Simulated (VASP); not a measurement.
# Na2S (Fm-3m) in VASP: notebook, part 2 of 2

VASP 6.6.1. Earlier steps stand in the parts before.

**4. Relaxation of cell and atoms, PBE**

INCAR

```
SYSTEM = Na2S
PREC = Accurate ; ENCUT = 600
EDIFF = 1E-7 ; ISMEAR = 0
SIGMA = 0.02 ; LREAL = .FALSE.
LASPH = .TRUE. ; NELM = 100
ALGO = Normal ; ISIF = 3
LWAVE = .FALSE. ; LCHARG = .FALSE.
GGA = PE ; IBRION = 2
NSW = 90 ; EDIFFG = -0.005
```

KPOINTS

```
Automatic mesh
0
G
  8 8 8
  0 0 0
```

POSCAR

```
Na2S
1.0
    0.0000000000      3.2491544900      3.2491544900
    3.2491544900      0.0000000000      3.2491544900
    3.2491544900      3.2491544900      0.0000000000
Na S
2 1
Direct
    0.2500000000      0.2500000000      0.2500000000
    0.7500000000      0.7500000000      0.7500000000
    0.0000000000      0.0000000000      0.0000000000
```

Potentials or basis: VASP PAW PBE potentials, release 64 (Na_pv, S).

Command:

```bash
$ cat potpaw_PBE.64/Na_pv/POTCAR potpaw_PBE.64/S/POTCAR > POTCAR
$ mpirun -np 1 vasp_std > vasp.out
```

OUTCAR:

```text
SYSTEM = Na2S
   PREC = Accurate
   ENCUT = 600
   EDIFF = 1E-7
   ISMEAR = 0
   LREAL = .FALSE.
   LASPH = .TRUE.
   NELM = 100
   ISIF = 3
   GGA = PE
   IBRION = 2
   NSW = 90
   EDIFFG = -0.005

 ion  position               nearest neighbor table
   1  0.250  0.250  0.250-
   2  0.750  0.750  0.750-
   3  0.000  0.000  0.000-

  LATTYP: Found a face centered cubic cell.
 ALAT       =     6.4983089800

  Lattice vectors:

 A1 = (   0.0000000000,   3.2491544900,   3.2491544900)
 A2 = (   3.2491544900,   0.0000000000,   3.2491544900)
 A3 = (   3.2491544900,   3.2491544900,   0.0000000000)

Analysis of symmetry for initial positions (statically):
=====================================================================
 Subroutine PRICEL returns:
 Original cell was already a primitive cell.

 Routine SETGRP: Setting up the symmetry group for a
 face centered cubic supercell.

 Subroutine GETGRP returns: Found 48 space group operations
 (whereof 48 operations were pure point group operations)
 out of a pool of 48 trial point group operations.

The static configuration has the point symmetry O_h .

Analysis of symmetry for dynamics (positions and initial velocities):
=====================================================================
 Subroutine PRICEL returns:
 Original cell was already a primitive cell.

 Routine SETGRP: Setting up the symmetry group for a
 face centered cubic supercell.

 Subroutine GETGRP returns: Found 48 space group operations
 (whereof 48 operations were pure point group operations)
 out of a pool of 48 trial point group operations.

The dynamic configuration has the point symmetry O_h .

 Subroutine INISYM returns: Found 48 space group operations
 (whereof 48 operations are pure point group operations),
 and found     1 'primitive' translations

----------------------------------------------------------------------------------------

                                     Primitive cell

  volume of cell :      68.6027

  direct lattice vectors                    reciprocal lattice vectors
     0.000000000  3.249154490  3.249154490    -0.153886188  0.153886188  0.153886188
     3.249154490  0.000000000  3.249154490     0.153886188 -0.153886188  0.153886188
     3.249154490  3.249154490  0.000000000     0.153886188  0.153886188 -0.153886188

  length of vectors
     4.594998346  4.594998346  4.594998346     0.266538697  0.266538697  0.266538697

  position of ions in fractional coordinates (direct lattice)
     0.250000000  0.250000000  0.250000000
     0.750000000  0.750000000  0.750000000
     0.000000000  0.000000000  0.000000000

  ion indices of the primitive-cell ions
   primitive index   ion index
                 1           1
                 2           2
                 3           3

----------------------------------------------------------------------------------------

 KPOINTS: Automatic mesh

Automatic generation of k-mesh.
 Grid dimensions read from file:
[... 56 lines left out ...]
   PREC   = accura    normal or accurate (medium, high low for compatibility)
   ISTART =      0    job   : 0-new  1-cont  2-samecut
   ICHARG =      2    charge: 1-file 2-atom 10-const
   ISPIN  =      1    spin polarized calculation?
   LNONCOLLINEAR =      F non collinear calculations
   LSORBIT =      F    spin-orbit coupling
   LASPH  =      T    aspherical Exc in radial PAW
   ENCUT  =  600.0 eV  44.10 Ry    6.64 a.u.   9.18  9.18  9.18*2*pi/ulx,y,z
   NELM   =    100;   NELMIN=  2; NELMDL= -5     # of ELM steps
   EDIFF  = 0.1E-06   stopping-criterion for ELM
   LREAL  =      F    real-space projection
   EDIFFG = -.5E-02   stopping-criterion for IOM
   NSW    =     90    number of steps for IOM
   IBRION =      2    ionic relax: 0-MD 1-quasi-New 2-CG
   NFREE  =      1    steps in history (QN), initial steepest desc. (CG)
   ISIF   =      3    stress and relaxation
   ISYM   =      2    0-nonsym 1-usesym 2-fastsym
   POTIM  = 0.5000    time-step for ionic-motion
   TEBEG  =    0.0;   TEEND  =   0.0 temperature during run
   PSTRESS=    0.0 pullay stress
   NELECT =      20.0000    total number of electrons
   NUPDOWN=      -1.0000    fix difference up-down
   EMIN   =  10.00;   EMAX   =-10.00  energy-range for DOS
   EFERMI =   0.00;   METHOD = LEGACY
   ISMEAR =     0;   SIGMA  =   0.02  broadening in eV -4-tet -1-fermi 0-gaus
   EFERMI_NEDOS =   21; number of points for ismear=-14 and -15
   IALGO  =     38    algorithm
   IMIX   =      4    mixing-type and parameters
     AMIX     =   0.40;   BMIX     =  1.00
     AMIX_MAG =   1.60;   BMIX_MAG =  1.00
  volume/ion in A,a.u.               =      22.87       154.32
  Fermi-wavevector in a.u.,A,eV,Ry     =   1.085520  2.051335 16.032473  1.178354
  Thomas-Fermi vector in A             =   2.221635
   LORBIT       =      0    0 simple, 1 ext, 2 COOP (PROOUT), +10 PAW based schemes
   GGA     = PE    functional components
   LHFCALC =     F    Hartree Fock is set to
   AEXX    =    0.0000 exact exchange contribution
   IVDW    =     0    specifies the selected vdW correction
   LEPSILON=     F    determine dielectric tensor
   LRPA    =     F    only Hartree local field effects (RPA)
 conjugate gradient relaxation of ions
 non-spin polarized calculation
 Gauss-broadening in eV      SIGMA  =   0.02
  energy-cutoff  :      600.00
  volume of cell :       68.60
 maximum number of plane-waves:      2305
 NGX is ok and might be reduce to    40
   NGX = 19   NGY = 19   NGZ = 19

--------------------------------------- Ionic step        1  -------------------------------------------

 number of electron      19.9999988 magnetization

 Free energy of the ion-electron system (eV)
  ---------------------------------------------------
  ext. energy  EPLUGINS =         0.00000000
  ---------------------------------------------------
  free energy    TOTEN  =        -9.96925897 eV

  energy without entropy =       -9.96925897  energy(sigma->0) =       -9.96925897

------------------------ aborting loop because EDIFF is reached ----------------------------------------

  FORCE on cell =-STRESS in cart. coord.  units (eV):
  Direction    XX          YY          ZZ          XY          YZ          ZX
  --------------------------------------------------------------------------------------
  -------------------------------------------------------------------------------------
  Total        0.4263637      0.4263637      0.4263637      0.0000000      0.0000000     -0.0000000
  in kB        9.9574865      9.9574865      9.9574865      0.0000000      0.0000000     -0.0000000
  external PRESSURE =       9.9574865 kB  Pullay stress =       0.0000000 kB
[... 61 lines left out ...]
--------------------------------------- Ionic step        3  -------------------------------------------

 number of electron      19.9999999 magnetization

 Free energy of the ion-electron system (eV)
  ---------------------------------------------------
  ext. energy  EPLUGINS =         0.00000000
  ---------------------------------------------------
  free energy    TOTEN  =        -9.97623734 eV

  energy without entropy =       -9.97623734  energy(sigma->0) =       -9.97623734

 E-fermi :   0.2819     XC(G=0):  -7.7696

 val. band max:        0.1287344474   @ k =   0.0000   0.0000   0.0000
 cond. band min:       2.5678750302   @ k =   0.0000   0.0000   0.0000
 fundamental gap:      2.4391405828
 Fermi energy:         0.2818762966

 k-point     1 :       0.0000    0.0000    0.0000
  band No.  band energies     occupation
      1     -22.1436      2.00000
      2     -22.1436      2.00000
      3     -22.1436      2.00000
      4     -22.0924      2.00000
      5     -22.0924      2.00000
      6     -22.0924      2.00000
      7      -9.9936      2.00000
      8       0.1287      2.00000
      9       0.1287      2.00000
     10       0.1287      2.00000
     11       2.5679      0.00000
     12       7.8221      0.00000
     13       7.8221      0.00000
     14       7.8221      0.00000
[... 377 lines left out ...]
      1     -22.1510      2.00000
      2     -22.1470      2.00000
      3     -22.1202      2.00000
      4     -22.1200      2.00000
      5     -22.0937      2.00000
      6     -22.0928      2.00000
      7      -9.7204      2.00000
      8      -1.2614      2.00000
      9      -0.4844      2.00000
     10      -0.1381      2.00000
     11       5.4822      0.00000
     12       5.7845      0.00000
     13       7.4803      0.00000
     14       7.8885      0.00000

 [... further k-points ...]

------------------------ aborting loop because EDIFF is reached ----------------------------------------

  FORCE on cell =-STRESS in cart. coord.  units (eV):
  Direction    XX          YY          ZZ          XY          YZ          ZX
  --------------------------------------------------------------------------------------
  -------------------------------------------------------------------------------------
  Total       -0.0083422     -0.0083422     -0.0083422     -0.0000000     -0.0000000      0.0000000
  in kB       -0.1883443     -0.1883443     -0.1883443     -0.0000000     -0.0000000      0.0000000
  external PRESSURE =      -0.1883443 kB  Pullay stress =       0.0000000 kB
[... 18 lines left out ...]
  FREE ENERGIE OF THE ION-ELECTRON SYSTEM (eV)
  ---------------------------------------------------
  free  energy   TOTEN  =        -9.9762373392 eV

  energy  without entropy=       -9.9762373392  energy(sigma->0) =       -9.97623734

 reached required accuracy - stopping structural energy minimisation
```

OSZICAR:

```text
N       E                     dE             d eps       ncg     rms          rms(c)
DAV:   1     0.151938381885E+03    0.15194E+03   -0.11474E+04   812   0.164E+03
DAV:   2     0.247705953008E+01   -0.14946E+03   -0.14653E+03   854   0.387E+02
DAV:   3    -0.105541002579E+02   -0.13031E+02   -0.12968E+02  1010   0.107E+02
DAV:   4    -0.108096341340E+02   -0.25553E+00   -0.25531E+00   962   0.163E+01
[... 28 lines left out ...]
DAV:   5    -0.997623952950E+01    0.55315E-04   -0.13889E-05   848   0.371E-02    0.293E-02
DAV:   6    -0.997623762143E+01    0.19081E-05   -0.13920E-06   908   0.207E-02    0.167E-02
DAV:   7    -0.997623719732E+01    0.42411E-06   -0.69135E-07   830   0.105E-02    0.152E-03
DAV:   8    -0.997623734651E+01   -0.14919E-06   -0.78104E-08   580   0.484E-03    0.156E-03
DAV:   9    -0.997623733923E+01    0.72821E-08   -0.97715E-09   550   0.106E-03
   3 F= -.99762373E+01 E0= -.99762373E+01  d E =-.697837E-02
```

It took 40 s on 1 thread of Intel Xeon 6975P-C (Granite Rapids), shared host; peak memory 0.25 GiB.

What came out:

```yaml
Free_energy: -9.9762 eV
Relaxed_volume: 23.65 Å³/atom
Relaxed_cell: a = 4.647 Å, b = 4.647 Å, c = 4.647 Å, α = 60.00°, β = 60.00°, γ = 60.00°
Space_group_after_relaxing_to_0.05_Å: Fm-3m (No. 225)
Energy_gained_by_relaxing: 2.3 meV/atom
Ionic_steps: 3
Pressure_after_relaxing: 0.0 GPa
Band_gap_on_the_k_mesh: 2.44 eV, direct
```

Step by step:
```
step  energy change (eV)  largest force (eV/Å)  pressure (GPa)  volume (Å³)
   1              0.0000                0.0000            1.00        68.60
   2             -0.0060                0.0000            0.37        70.02
   3             -0.0070                0.0000           -0.02        70.96
```

Final structure:
```
CELL_PARAMETERS angstrom
0.00000 3.28601 3.28601
3.28601 0.00000 3.28601
3.28601 3.28601 0.00000
ATOMIC_POSITIONS crystal
Na 0.25000 0.25000 0.25000
Na 0.75000 0.75000 0.75000
S 0.00000 0.00000 0.00000
```

A k mesh can miss the band edges.

**5. Relaxation of cell and atoms, PBE+D3(BJ)**

INCAR, as its differences from that of step 4:

```diff
@@ -7,3 +7,4 @@
 LWAVE = .FALSE. ; LCHARG = .FALSE.
-GGA = PE ; IBRION = 2
-NSW = 90 ; EDIFFG = -0.005
+GGA = PE ; IVDW = 12
+IBRION = 2 ; NSW = 90
+EDIFFG = -0.005
```

KPOINTS is that of step 4.

POSCAR is that of step 4.

Potentials or basis: VASP PAW PBE potentials, release 64 (Na_pv, S).

Command:

```bash
$ cat potpaw_PBE.64/Na_pv/POTCAR potpaw_PBE.64/S/POTCAR > POTCAR
$ mpirun -np 1 vasp_std > vasp.out
```

OUTCAR:

```text
SYSTEM = Na2S
   PREC = Accurate
   ENCUT = 600
   EDIFF = 1E-7
   ISMEAR = 0
   LREAL = .FALSE.
   LASPH = .TRUE.
   NELM = 100
   ISIF = 3
   GGA = PE
   IVDW = 12
   IBRION = 2
   NSW = 90
   EDIFFG = -0.005
 IVDW          = 12

 ion  position               nearest neighbor table
   1  0.250  0.250  0.250-
   2  0.750  0.750  0.750-
   3  0.000  0.000  0.000-

  LATTYP: Found a face centered cubic cell.
 ALAT       =     6.4983089800

  Lattice vectors:

 A1 = (   0.0000000000,   3.2491544900,   3.2491544900)
 A2 = (   3.2491544900,   0.0000000000,   3.2491544900)
 A3 = (   3.2491544900,   3.2491544900,   0.0000000000)

Analysis of symmetry for initial positions (statically):
=====================================================================
 Subroutine PRICEL returns:
 Original cell was already a primitive cell.

 Routine SETGRP: Setting up the symmetry group for a
 face centered cubic supercell.

[... 261 lines left out ...]

  energy without entropy =       -9.95390229  energy(sigma->0) =       -9.95390229

 E-fermi :   0.5105     XC(G=0):  -7.9931

 val. band max:        0.3860382689   @ k =   0.0000   0.0000   0.0000
 cond. band min:       3.0236933931   @ k =   0.0000   0.0000   0.0000
 fundamental gap:      2.6376551242
 Fermi energy:         0.5104895980

 k-point     1 :       0.0000    0.0000    0.0000
  band No.  band energies     occupation
      1     -21.7627      2.00000
      2     -21.7627      2.00000
      3     -21.7627      2.00000
      4     -21.7009      2.00000
      5     -21.7009      2.00000
      6     -21.7009      2.00000
      7      -9.8194      2.00000
      8       0.3860      2.00000
      9       0.3860      2.00000
     10       0.3860      2.00000
     11       3.0237      0.00000
     12       8.2847      0.00000
     13       8.2847      0.00000
     14       8.2847      0.00000
[... 377 lines left out ...]
      1     -21.7731      2.00000
      2     -21.7675      2.00000
      3     -21.7348      2.00000
      4     -21.7345      2.00000
      5     -21.7023      2.00000
      6     -21.7012      2.00000
      7      -9.4981      2.00000
      8      -1.0891      2.00000
      9      -0.2603      2.00000
     10       0.1079      2.00000
     11       5.8397      0.00000
     12       6.3194      0.00000
     13       8.0358      0.00000
     14       8.3346      0.00000

 [... further k-points ...]

------------------------ aborting loop because EDIFF is reached ----------------------------------------

 Edisp (eV)   -0.73934

 E8    (eV) :    -0.3273
[... 26 lines left out ...]
  FREE ENERGIE OF THE ION-ELECTRON SYSTEM (eV)
  ---------------------------------------------------
  free  energy   TOTEN  =       -10.6932422941 eV

  energy  without entropy=      -10.6932422941  energy(sigma->0) =      -10.69324229

 reached required accuracy - stopping structural energy minimisation
```

OSZICAR:

```text
N       E                     dE             d eps       ncg     rms          rms(c)
DAV:   1     0.151938381885E+03    0.15194E+03   -0.11474E+04   812   0.164E+03
DAV:   2     0.247705953008E+01   -0.14946E+03   -0.14653E+03   854   0.387E+02
DAV:   3    -0.105541002579E+02   -0.13031E+02   -0.12968E+02  1010   0.107E+02
DAV:   4    -0.108096341340E+02   -0.25553E+00   -0.25531E+00   962   0.163E+01
[... 27 lines left out ...]
DAV:   4    -0.995392992395E+01    0.17547E-03   -0.12755E-04   902   0.105E-01    0.598E-02
DAV:   5    -0.995390238552E+01    0.27538E-04   -0.72100E-06   872   0.312E-02    0.226E-02
DAV:   6    -0.995390214164E+01    0.24388E-06   -0.91595E-07   920   0.170E-02    0.122E-02
DAV:   7    -0.995390236436E+01   -0.22272E-06   -0.31174E-07   718   0.704E-03    0.176E-03
DAV:   8    -0.995390228742E+01    0.76939E-07   -0.31698E-08   580   0.257E-03
   3 F= -.10693242E+02 E0= -.10693242E+02  d E =-.430038E-02
```

CONTCAR:

```text
Na2S
   1.00000000000000
    -0.0000000000000000    3.2216062701529617    3.2216062701529617
     3.2216062701529617    0.0000000000000000    3.2216062701529617
     3.2216062701529617    3.2216062701529617    0.0000000000000000
  Na              S
     2     1
Direct
     0.2500000000000000    0.2500000000000000    0.2500000000000000
     0.7500000000000000    0.7500000000000000    0.7500000000000000
     0.0000000000000000    0.0000000000000000    0.0000000000000000

  0.00000000E+00  0.00000000E+00  0.00000000E+00
  0.00000000E+00  0.00000000E+00  0.00000000E+00
  0.00000000E+00  0.00000000E+00  0.00000000E+00
```

It took 39 s on 1 thread of Intel Xeon 6975P-C (Granite Rapids), shared host; peak memory 0.25 GiB.

What came out:

| Item | Value |
| --- | --- |
| Free energy | -10.6932 eV |
| Relaxed volume | 22.29 Å³/atom |
| Relaxed cell | a = 4.556 Å, b = 4.556 Å, c = 4.556 Å, α = 60.00°, β = 60.00°, γ = 60.00° |
| Space group after relaxing (to 0.05 Å) | Fm-3m (No. 225) |
| Energy gained by relaxing | 1.4 meV/atom |
| Ionic steps | 3 |
| Pressure after relaxing | 0.0 GPa |
| Band gap on the k mesh | 2.64 eV, direct |
| Dispersion energy per atom | -0.246 eV |

The path:
| step | energy change (eV) | largest force (eV/Å) | pressure (GPa) | volume (Å³) |
| --- | --- | --- | --- | --- |
| 1 | 0.0000 | 0.0000 | -0.77 | 68.60 |
| 2 | -0.0037 | 0.0000 | -0.30 | 67.51 |
| 3 | -0.0043 | 0.0000 | 0.00 | 66.87 |

Final structure:
```
CELL_PARAMETERS angstrom
0.00000 3.22161 3.22161
3.22161 0.00000 3.22161
3.22161 3.22161 0.00000
ATOMIC_POSITIONS crystal
Na 0.25000 0.25000 0.25000
Na 0.75000 0.75000 0.75000
S 0.00000 0.00000 0.00000
```

A k mesh can miss the band edges.

**6. The runs side by side**

```csv
level,potentials or basis,gap on the mesh (eV),pressure (GPa),relaxed volume (Å³/atom)
PBEsol,"VASP PAW PBE potentials, release 64 (Na_pv, S)",2.42,0.0,22.92
LDA,"VASP PAW LDA potentials, release 64 (Na_pv, S)",2.49,0.0,21.72
PBE,"VASP PAW PBE potentials, release 64 (Na_pv, S)",2.44,0.0,23.65
PBE+D3(BJ),"VASP PAW PBE potentials, release 64 (Na_pv, S)",2.64,0.0,22.29
```

Alike in all rows: task relaxation of cell and atoms; no spin polarisation; cell relaxed; k mesh 8 × 8 × 8; cutoff (eV) 600; smearing gaussian 0.02 eV.

Caveats: the PAW data sets were made with another functional, which shifts forces and pressure a little (some runs).

Absolute energies hang on the potentials; compare differences alone.
